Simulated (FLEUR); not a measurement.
## Ni (c factor at fixed volume 1.15 on the database's cell): anisotropy by force theorems

Aim: the anisotropy of Ni (c factor at fixed volume 1.15 on the database's cell) from single passes in the potential of one collinear state.

Program: FLEUR MaX-R8.1. Level of theory: PBE; all-electron FLAPW, Dirac cores, scalar-relativistic bands. Results are calculated unless marked as measured.

Report form: the programs' logs are mostly left out.

This is not the structure that Ni takes at ambient pressure and room temperature (fcc); it is a model or a phase of other conditions.

### Step 1. Set-up

The structure is tetragonal, space group I4/mmm (No. 139). Conventional cell: a = 2.324 Å, b = 2.324 Å, c = 4.052 Å, α = 90.00°, β = 90.00°, γ = 90.00°. Nearest to Ni lie 4 Ni at 2.32 Å.

The cell is strained on purpose: c factor at fixed volume 1.15 on the database's cell.

### Step 2. The magnetic state

The force theorems are single passes in this state's potential, so it has to be converged first.

No symmetry is used, so that later steps may turn the spins freely; k and −k are joined. inpgen writes inp.xml from crystal.txt; cutoffs, mixing, functional, smearing and local orbitals are then set in the file. The k list scf (kpts.xml, not shown) is a Γ-centred 14×14×14 mesh; where the ranks do not divide the number of points, some are split in two of half the weight.

File inp.xml:

```
<?xml version="1.0" encoding="UTF-8" standalone="no"?>
<fleurInput fleurInputVersion="0.39">
   <comment>
      Ni
   </comment>
   <calculationSetup>
      <cutoffs Kmax="3.83" Gmax="11.5" GmaxXC="11.5" numbands="0"/>
      <scfLoop itmax="110" minDistance="0.00002" maxIterBroyd="15" imix="Anderson" alpha="0.05" precondParam="0.0" spinf="2.0" sdNocoIR="T"/>
      <coreElectrons ctail="F" frcor="F" kcrel="0" coretail_lmax="0"/>
      <xcFunctional name="pbe" relativisticCorrections="F"/>
      <magnetism jspins="2" l_noco="F" l_ss="F">
         <qss>0.0 0.0 0.0</qss>
         <mtNocoParams l_mperp="F" l_mtNocoPot="F" l_relaxSQA="F" mag_mixing_scheme="0" mix_RelaxWeightOffD="1.0" l_constrained="F" mix_constr="1.0"/>
         <sourceFreeMag l_sourceFree="F" l_scaleMag="F" mag_scale="1.0"/>
      </magnetism>
      <soc l_soc="F" theta="0.0" phi="0.0" spav="F"/>
      <expertModes spex="0" secvar="F"/>
      <geometryOptimization l_f="F" forcealpha="1.0" forcemix="BFGS" epsdisp="0.00001" epsforce="0.00001"/>
      <ldaU l_linMix="F" mixParam="0.05" spinf="1.0"/>
   </calculationSetup>
   <cell>
      <bzIntegration valenceElectrons="18.0" mode="hist" fermiSmearingEnergy="0.00183747">
         <kPointListSelection listName="scf"/>
         <xi:include xmlns:xi="http://www.w3.org/2001/XInclude" href="kpts.xml"> </xi:include>
      </bzIntegration>
      <xi:include xmlns:xi="http://www.w3.org/2001/XInclude" href="sym.xml"> </xi:include>
      <bulkLattice scale="1.0">
         <bravaisMatrix>
            <row-1>    0.0000000000000000     3.1048443245957622     3.8290107892491658</row-1>
            <row-2>    3.1048443245957622     0.0000000000000000     3.8290107892491658</row-2>
            <row-3>    3.1048443245957622     3.1048443245957622     0.0000000000000000</row-3>
         </bravaisMatrix>
      </bulkLattice>
   </cell>
   <atomSpecies>
      <species name="Nickel (Ni1.000" element="Ni" atomicNumber="28">
         <mtSphere radius="2.14" gridPoints="707" logIncrement="0.017"/>
         <atomicCutoffs lmax="8" lnonsphr="6"/>
         <electronConfig flipSpins="F">
            <coreConfig>(1s1/2) (2s1/2) (2p1/2) (2p3/2)</coreConfig>
            <valenceConfig>(3s1/2) (3p1/2) (3p3/2) (4s1/2) (3d3/2) (3d5/2)</valenceConfig>
            <stateOccupation state="(3d3/2)" spinUp="1.6" spinDown="1.6"/>
            <stateOccupation state="(3d5/2)" spinUp="2.9" spinDown="1.9"/>
         </electronConfig>
         <energyParameters s="4" p="4" d="3" f="4"/>
         <lo type="SCLO" l="0" n="3" eDeriv="0"/>
         <lo type="SCLO" l="1" n="3" eDeriv="0"/>
      </species>
   </atomSpecies>
   <atomGroups>
      <atomGroup species="Nickel (Ni1.000">
         <relPos label="                   1">.0000000000 .0000000000 .0000000000</relPos>
         <force calculate="T" relaxXYZ="TTT"/>
         <nocoParams  alpha="0.0" beta="0.0"/>
      </atomGroup>
   </atomGroups>
   <output dos="F" band="F" slice="F">
      <bandDOS minEnergy="-.5*Htr" maxEnergy="0.5*Htr" sigma="0.015" storeEVData="T"/>
      <plotting iplot="0" polar="F">
         <plot TwoD="T" vec1="  1.0  0.0  0.0" vec2="  0.0  1.0  0.0" vec3="  0.0  0.0  1.0" zero="  0.0  0.0  0.0" file="plot"/>
      </plotting>
      <moessbauerParams electricFieldGradient="F" isomerShift="F" coreHyperfine="F" valenceHyperfine="F"/>
   </output>
</fleurInput>
```

File crystal.txt:

```
Ni
&input film=F cartesian=F /
0.00000000000  1.64301286000  2.02622525000
1.64301286000  0.00000000000  2.02622525000
1.64301286000  1.64301286000  0.00000000000
1.8897261246
1.0 1.0 1.0

1
28 0.00000000000  0.00000000000  0.00000000000 : 1.000

&kpt div1=14 div2=14 div3=14 gamma=T /
```

The run is started by

```console
$ OMP_NUM_THREADS=1 inpgen -f crystal.txt -nosym -noco > inpgen.log  # inp.xml is then edited as shown
$ OMP_NUM_THREADS=1 mpirun -n 4 fleur_MPI > fleur.log
```

Elapsed: 2.7 min, on 4 MPI ranks of Arm Neoverse N1, shared host; peak memory 0.33 GiB.

Read from the output:

| Item | Value |
| --- | --- |
| free energy | -41383.7416 eV |
| program's band gap on this mesh (in a metal only a level spacing) | 0 eV |
| magnetization | 0.613 μB |
| final state | ferromagnetic |
| largest moment | 0.6451 μB |

After 24 cycles the largest moment stands at 0.645 μB.

### Step 3. Energy against the direction of the moments, rung 1

Anisotropy is a small difference, so it is taken from sums over occupied states at a frozen potential, where most errors cancel.

One pass with spin–orbit coupling for each direction, from the saved density. Inversion lets half of the mesh serve, which the program's warning doesn't know. The k list mae (kpts.xml, not shown) is a Γ-centred 19×19×19 mesh.

Changes to inp.xml since step 2:

```diff
@@ -6,4 +6,4 @@
    <calculationSetup>
-      <cutoffs Kmax="3.83" Gmax="11.5" GmaxXC="11.5" numbands="0"/>
-      <scfLoop itmax="110" minDistance="0.00002" maxIterBroyd="15" imix="Anderson" alpha="0.05" precondParam="0.0" spinf="2.0" sdNocoIR="T"/>
+      <cutoffs Kmax="3.83" Gmax="11.5" GmaxXC="11.5" numbands="38"/>
+      <scfLoop itmax="1" minDistance="0.00002" maxIterBroyd="15" imix="Anderson" alpha="0.05" precondParam="0.0" spinf="2.0" sdNocoIR="T"/>
       <coreElectrons ctail="F" frcor="F" kcrel="0" coretail_lmax="0"/>
@@ -15,3 +15,3 @@
       </magnetism>
-      <soc l_soc="F" theta="0.0" phi="0.0" spav="F"/>
+      <soc l_soc="T" theta="0.0" phi="0.0" spav="F"/>
       <expertModes spex="0" secvar="F"/>
@@ -22,3 +22,3 @@
       <bzIntegration valenceElectrons="18.0" mode="hist" fermiSmearingEnergy="0.00183747">
-         <kPointListSelection listName="scf"/>
+         <kPointListSelection listName="mae"/>
          <xi:include xmlns:xi="http://www.w3.org/2001/XInclude" href="kpts.xml"> </xi:include>
@@ -63,2 +63,5 @@
    </output>
+   <forceTheorem>
+      <MAE theta="0.0 1.5707963 1.5707963 0.7853982" phi="0.0 -0.7853982 0.0 -0.7853982"/>
+   </forceTheorem>
 </fleurInput>
```

The run is started by

```console
$ OMP_NUM_THREADS=1 mpirun -n 4 fleur_MPI -warn_only > fleur.log
```

Elapsed: 81 s, on 4 MPI ranks; peak memory 0.96 GiB; 5.4 min of CPU time.

Anisotropy energies, by row:

| axis | x | y | z | band energy less the first axis' (meV a cell) |
| --- | --- | --- | --- | --- |
| [001] | 0 | 0 | 1 | 0 |
| [100] | 0.7071 | -0.7071 | 0 | -0.07538 |
| [110] | 1 | 0 | 0 | -0.07739 |
| 45 degrees from [001] toward [100] | 0.5 | -0.5 | 0.7071 | -0.03815 |

Indices are those of the standard conventional cell; x, y, z give the same directions in the axes of the input.

### Step 4. Anisotropy by the force theorem, rung 2

A second rung shows how far the first can be trusted.

The k list mae (kpts.xml, not shown) is a Γ-centred 28×28×28 mesh.

inp.xml is that of step 3.

The job ended after 4.4 min (4 MPI ranks; peak memory 2.7 GiB; 17 min of CPU time).

Anisotropy energies, by row:

| axis | x | y | z | band energy less the first axis' (meV a cell) |
| --- | --- | --- | --- | --- |
| [001] | 0 | 0 | 1 | 0 |
| [100] | 0.7071 | -0.7071 | 0 | -0.07385 |
| [110] | 1 | 0 | 0 | -0.07429 |
| 45 degrees from [001] toward [100] | 0.5 | -0.5 | 0.7071 | -0.03671 |

### Step 5. Spin–orbit coupling, moments along [001]

Spin–orbit coupling ties the spins to the lattice and lets orbital moments form.

A new self-consistent run of the start ferro +, with the moments along z. The k list default-1 (kpts.xml, not shown) is a Γ-centred 28×28×28 mesh.

Changes to inp.xml since step 2:

```diff
@@ -6,12 +6,8 @@
    <calculationSetup>
-      <cutoffs Kmax="3.83" Gmax="11.5" GmaxXC="11.5" numbands="0"/>
+      <cutoffs Kmax="3.83" Gmax="11.5" GmaxXC="11.5" numbands="38"/>
       <scfLoop itmax="110" minDistance="0.00002" maxIterBroyd="15" imix="Anderson" alpha="0.05" precondParam="0.0" spinf="2.0" sdNocoIR="T"/>
-      <coreElectrons ctail="F" frcor="F" kcrel="0" coretail_lmax="0"/>
+      <coreElectrons ctail="T" frcor="F" kcrel="0" coretail_lmax="0"/>
       <xcFunctional name="pbe" relativisticCorrections="F"/>
-      <magnetism jspins="2" l_noco="F" l_ss="F">
-         <qss>0.0 0.0 0.0</qss>
-         <mtNocoParams l_mperp="F" l_mtNocoPot="F" l_relaxSQA="F" mag_mixing_scheme="0" mix_RelaxWeightOffD="1.0" l_constrained="F" mix_constr="1.0"/>
-         <sourceFreeMag l_sourceFree="F" l_scaleMag="F" mag_scale="1.0"/>
-      </magnetism>
-      <soc l_soc="F" theta="0.0" phi="0.0" spav="F"/>
+      <magnetism jspins="2"/>
+      <soc l_soc="T" theta="0.0" phi="0.0" spav="F"/>
       <expertModes spex="0" secvar="F"/>
@@ -22,3 +18,3 @@
       <bzIntegration valenceElectrons="18.0" mode="hist" fermiSmearingEnergy="0.00183747">
-         <kPointListSelection listName="scf"/>
+         <kPointListSelection listName="default-1"/>
          <xi:include xmlns:xi="http://www.w3.org/2001/XInclude" href="kpts.xml"> </xi:include>
@@ -53,3 +49,2 @@
          <force calculate="T" relaxXYZ="TTT"/>
-         <nocoParams  alpha="0.0" beta="0.0"/>
       </atomGroup>
```

Changes to crystal.txt since step 2:

```diff
@@ -11,2 +11,3 @@
 
-&kpt div1=14 div2=14 div3=14 gamma=T /
+&soc 0.0000000 0.0000000 /
+&kpt div1=28 div2=28 div3=28 gamma=T /
```

The run is started by

```console
$ OMP_NUM_THREADS=1 inpgen -f crystal.txt > inpgen.log  # inp.xml is then edited as shown
$ OMP_NUM_THREADS=1 mpirun -n 4 fleur_MPI > fleur.log
```

Run time: 7.4 min. Hardware: 4 MPI ranks; peak memory 0.82 GiB; 30 min of CPU time.

Numbers from this step:

| Item | Value |
| --- | --- |
| free energy | -41383.7686 eV |
| program's band gap on this mesh (in a metal only a level spacing) | 0 eV |
| magnetization | 0.5706 μB |
| final state | ferromagnetic |
| largest moment | 0.6022 μB |
| orbital moment along the spin | 0.03953 μB |

Orbital moment in the sphere, along the spin axis by atom:

```csv
atom,"orbital moment in the sphere, along the spin axis (μB)"
Ni1,0.0395
```

### Step 6. What came out

| Quantity | Value |
| --- | --- |
| reference state | ferromagnetic |
| largest sphere moment | 0.645 μB |
| easy direction of those tried | the plane normal to [001] |
| energy along [100] less [001], force theorem | -0.0739 meV a primitive cell |
| orbital moment on the atom of largest spin, along its spin (spin–orbit run) | 0.0395 μB |

By the force theorem the moments prefer the plane normal to [001], with no direction in it resolved; shape anisotropy is not in it. The difference for the second direction goes from -0.075 meV (mesh 19×19×19, 38 states, 5.4 min of CPU time) to -0.074 meV (mesh 28×28×28, 38 states, 17 min). On the atom of largest spin the orbital moment is almost quenched. The state was typed, and no other order was converged beside it, so it need not be the ground state.

[Logs and program files are shortened in this print: banners, set-up blocks, solver, clock and traceback lines can be left out without a mark of their own.]

[Logs are printed without paths, hosts, clocks, repeated set-up lines and the standing remarks that a program may print on its own settings, such as how far it seeks lower states.]

[Hosts, paths, dates, database ids (printed as entryN), source tags and the programs' standing remarks are cut or masked in the printed files.]

[Where a cell is said to come from a database of computed structures, the database is the Materials Project.]
